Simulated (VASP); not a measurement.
## CaF2 (Fluorite): single point with PBEsol

Crystal: CaF2 (Fluorite).

```xyz
3
Lattice="0.0000 2.7310 2.7310 2.7310 0.0000 2.7310 2.7310 2.7310 0.0000" Properties=species:S:1:pos:R:3 pbc="T T T"
Ca    0.0000    0.0000    0.0000
F     4.0965    4.0965    4.0965
F     1.3655    1.3655    1.3655
```

```json
{
 "Program": "VASP 6.6.1",
 "Task": "single point",
 "Functional": "PBEsol",
 "Potentials or basis": "VASP PAW PBE potentials, release 64 (Ca_sv, F)",
 "Cutoff": "520 eV",
 "k mesh": "8 × 8 × 8",
 "Occupations": "fermi-dirac, width 0.05 eV",
 "Spin": "no spin polarisation",
 "Dipole correction": "no",
 "Further INCAR settings": "ALGO = Normal; EDIFF = 1e-06; NBANDS = 19"
}
```

* Pressure: -1.6 GPa
* Band gap on the k mesh: 7.09 eV, indirect (least direct gap 7.35 eV)

Levels at points of the mesh, in eV from the valence-band top:
```
           k point  band 9  band 10  band 11  band 12  band 13  band 14  band 15  band 16
(0.00, 0.00, 0.00)   -2.15    -0.26    -0.26    -0.26     7.09     9.12     9.12    11.22
(0.50, 0.00, 0.00)   -1.31    -1.26    -0.85    -0.85     9.34     9.34     9.70    10.54
(0.50, 0.50, 0.00)   -1.67    -0.37    -0.37     0.00     8.02     9.47    10.07    10.86
```

Run time: 14 s on 1 thread of AMD EPYC 9R45 96-Core Processor (Zen 5), on a shared host, peak memory 0.15 GiB.

Caveat: the PAW data sets were made with another functional, which shifts forces and pressure a little. A k mesh can miss the band edges.
